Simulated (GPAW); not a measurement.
## Yb: single point with LDA+U

The system is Yb.

```
Yb
1.0
    -2.15148    2.15148    2.15148
     2.15148   -2.15148    2.15148
     2.15148    2.15148   -2.15148
Yb
1
Direct
  0.00000 0.00000 0.00000
```

This isn't the form of Yb at room conditions, which is fcc.

| Quantity | Value |
| --- | --- |
| Program | GPAW 26.7.0 |
| Task | single point |
| Functional | LDA |
| Potentials or basis | the program's PAW data sets (release 1.2.1) made for this functional |
| Cutoff | 800 eV |
| Basis | pw |
| k mesh | 9 × 9 × 9 |
| Occupations | fermi-dirac, width 0.05 eV |
| Spin | collinear spin, ferromagnetic start |
| Starting moments | [1.0] μB |
| Hubbard terms | Yb f U = 1 eV |

```yaml
Pressure: -4.0 GPa
Band_gap_on_the_k_mesh: none (metal or under the smearing width)
Net_moment: 0.00 μB per cell
```

Levels at points of the mesh, in eV from the Fermi level:
Spin up:
```csv
k point,band 8,band 9,band 10,band 11,band 12,band 13,band 14,band 15,band 16,band 17
"(0.00, 0.00, 0.00)",-0.54,-0.43,-0.43,-0.43,-0.40,2.80,2.80,2.80,4.57,4.57
```
Spin down:
| k point | band 9 | band 10 | band 11 | band 12 | band 13 | band 14 | band 15 | band 16 |
| --- | --- | --- | --- | --- | --- | --- | --- | --- |
| (0.00, 0.00, 0.00) | -0.43 | -0.43 | -0.43 | -0.40 | 2.80 | 2.80 | 2.80 | 4.57 |

Wall time 110 s on 1 thread of Arm Neoverse V1 (shared host), peak memory 0.24 GiB.

Caveat: one-centre terms of the f shell are cut off; spin-orbit coupling is left out, which moves the levels of the heavy elements. The state reached can hang on the start; a lower one may exist.
